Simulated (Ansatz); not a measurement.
# BP: the cost of one run

Method: DFT PBE, scalar-relativistic, plane waves, PAW, in Ansatz 0.2.0.

15 further runs of the same task are left out: 15 set aside as unsound or not needed.

### Step 1. Starting point

Symmetry: F-43m, No. 216, cubic system. Conventional cell: a = 4.548 Å, b = 4.548 Å, c = 4.548 Å, α = 90.00°, β = 90.00°, γ = 90.00°. Around B (site symmetry -43m) lie 4 P at 1.97 Å. P (site symmetry -43m) has 4 B at 1.97 Å as nearest neighbours.

As a file:

```xyz
2
Lattice="0.0000 2.2741 2.2741 2.2741 0.0000 2.2741 2.2741 2.2741 0.0000" Properties=species:S:1:pos:R:3 pbc="T T T"
B     0.0000    0.0000    0.0000
P     3.4112    3.4112    3.4112
```

It is the result of an earlier relaxation at this level (volume 11.76 Å³/atom; gap on the mesh: 1.25 eV).

### Step 2. Plan of the line

The energy is mapped over volume and the cell's shape.

First coordinate, volume per atom: 7 values from 10.820 to 12.702 Å³. Second coordinate, c/a of the conventional cell: 7 values from 0.886 to 1.128.

Nothing else is relaxed (symmetry fixes all fractional coordinates). Energies count from the relaxed crystal. Points are written as (first, second).

### Step 3. Grid point (11.134 Å³, 1.084)

input.yaml reads:

```yaml
crystal:
  lattice:
    - [0.0, 2.3558978431, 2.1739391373]
    - [2.1739391373, 0.0, 2.1739391373]
    - [2.1739391373, 2.3558978431, 0.0]
  atoms:
    - { symbol: B, position: [0.0, 0.0, 0.0] }
    - { symbol: P, position: [0.75, 0.75, 0.75] }
basis:
  ecutwfc: 520.0
kpoints:
  mp_grid: { grid: [12, 12, 12] }
hamiltonian:
  xc: pbe
scf:
  occupations: { method: gaussian, width: 0.05 }
output:
  forces: true
  stress: true
  eigenvalues: true
```

On the command line:

```
ansatz run input.yaml --threads 1 --pin off --max-ram 2048MiB --backend cpu --events-out ev --progress --plain --runs-dir out
```

Q: Estimate wall time and peak memory on 1 thread of AMD EPYC 7R43 (Zen 3), shared host.

About 4.5 s, with a peak of 0.47 GiB.
